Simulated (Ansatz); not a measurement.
Two G0W0 runs on ZrSe2 (1T monolayer).

The cell holds 3 atoms: 1 Zr and 2 Se. Its edges and angles: a = 3.718 Å, b = 3.718 Å, c = 29.400 Å, α = 90.0°, β = 90.0°, γ = 120.0°. Vacuum lies along c.

```xyz
3
Lattice="3.7182 0.0000 0.0000 -1.8591 3.2200 0.0000 0.0000 0.0000 29.4000" Properties=species:S:1:pos:R:3
Zr    0.0000    0.0000   14.7000
Se    0.0000    2.1467   16.2615
Se    1.8591    1.0733   13.1385
```

The structure was relaxed with LDA. The runs that relaxed it are not among those shown. PAW set soft_2, made with PBE.

The first (Ansatz 0.2.0; start LDA, 6×6×1 mesh, 418 empty bands, screening to 65 eV; 4 threads of Arm Neoverse V1, shared host) gave, on its mesh: starting gap 0.29 eV, G0W0 gap 1.02 eV, mean of 1 + 4πα/V (set by the cell height) 4.87, 2.3 min.

The second gave: starting gap 0.29 eV, G0W0 gap 0.93 eV, mean of 1 + 4πα/V (set by the cell height) 4.90, 34 s.

**Question.** What was changed in the input? Choose among start, files, mesh, bands and cutoff, frequency model or another key.

Changed: empty bands from 418 to 172 and screening cutoff (eV) from 65.0 to 36. The starting gap stayed, which rules out the functional and points to the GW step. Other changes could give like numbers; this is the one that was made.

Limits: not at the basis limit; coarse mesh for a sheet; no spin-orbit coupling.

[Paths, hosts, dates, memory and timing lines, banners, echoed tables and standing remarks are left out of the program output.]

[Logs are printed without paths, hosts, clocks, repeated set-up lines and the standing remarks that a program may print on its own settings, such as how far it seeks lower states.]

[Runs of the session that timed out or met a known fault of the program may be left out.]

[Cells called generated may have been cut or substituted from an entry of the Crystallography Open Database or the Materials Project.]

[Hosts, paths, dates, database ids (printed as entryN), source tags and the programs' standing remarks are cut or masked in the printed files.]
